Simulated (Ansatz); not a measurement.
## Fe under changes of volume

One of the cells (12.019 Å³/atom); the others are scaled copies at fixed shape and fractional positions:

```
CELL_PARAMETERS angstrom
-1.44300 1.44300 1.44300
1.44300 -1.44300 1.44300
1.44300 1.44300 -1.44300
ATOMIC_POSITIONS crystal
Fe 0.00000 0.00000 0.00000
```

| Item | Value |
| --- | --- |
| Program | Ansatz 0.2.0 |
| Functional | PBEsol |
| Potentials or basis | all-electron LAPW, scalar-relativistic |
| Cutoff | 303 eV (chosen from the basis error) |
| Basis error allowed | 0.001 eV/atom |
| k mesh | 13 × 13 × 13 |
| Occupations | fermi-dirac, width 0.05 eV |
| Spin | collinear spin, ferromagnetic start |
| Starting moments | [3.0] μB |

| volume (Å³/atom) | energy over the lowest point (meV/atom) | pressure (GPa) | moment (μB per cell) |
| --- | --- | --- | --- |
| 11.298 | 0.00 | -9.4 | 2.12 |
| 11.538 | 17.04 | -13.0 | 2.15 |
| 11.778 | 39.16 | -16.0 | 2.19 |
| 12.019 | 65.03 | -18.1 | 2.25 |
| 12.259 | 93.50 | -19.8 | 2.32 |
| 12.499 | ? | ? | ? |
| 12.740 | 156.46 | -21.3 | 2.50 |

Task: What does the run at 12.499 Å³/atom give?

Result: Energy over the lowest point 124.46 meV/atom; pressure -21.1 GPa; moment 2.39 μB per cell.

Worked out: A Birch-Murnaghan fit of order 3 (a polynomial in V^(-2/3)) to the other rows has no minimum within the range. It gives 124.23 meV/atom at 12.499 Å³/atom, against the run's 124.46, and -dE/dV = -21.0 GPa, against -21.1. A parabola through the other rows of the moment, of slope 0.377 μB per Å³/atom there, gives 2.40 μB, against the run's 2.39.

Energies are extrapolated to zero smearing.
